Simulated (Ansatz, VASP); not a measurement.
## Ta2N: VASP beside Ansatz

```
Ta N
1.0
     3.11286    0.00000    0.00000
    -1.55643    2.69582    0.00000
     0.00000    0.00000    4.86984
Ta N
2 1
Direct
  0.66667 0.33333 0.74529
  0.33333 0.66667 0.25471
  0.00000 0.00000 0.00000
```

Alike in both runs: task single point; functional PBE; k mesh 3 × 3 × 1; occupations gaussian, width 0.1 eV; no spin polarisation.

|  | VASP | Ansatz |
| --- | --- | --- |
| version | VASP 6.6.1 | Ansatz 0.2.0 |
| potentials or method | VASP PAW PBE potentials, release 64 (Ta_pv, N) | scalar-relativistic, plane waves, PAW |
| plane-wave cutoff (eV) | 520 | 420 |
| valence electrons in the cell | 27 | 31 |

|  | VASP | Ansatz | Ansatz less VASP |
| --- | --- | --- | --- |
| gap on the k mesh at the Fermi level (eV) | none | none | - |
| pressure (GPa) | 0.6 | 0.2 | -0.48 |
| largest component of the traceless stress (GPa) | 24.79 | 24.76 | -0.029 |
| rms of the force components (eV/Å) | 0.443 | 0.465 | +0.0214 |

Atom by atom the forces differ by 0.021 eV/Å (rms over components). A gap of «none» marks a metal or a gap that the smearing closes. The functional is the same, so the differences come from potentials, cutoffs and numerics. The two sets of potentials don't hold the same shells in valence.

Caveats: the k mesh is coarse (spacing up to 1.29 Å⁻¹), so the values aren't converged. Spin-orbit coupling is left out, which matters for the levels of Ta.
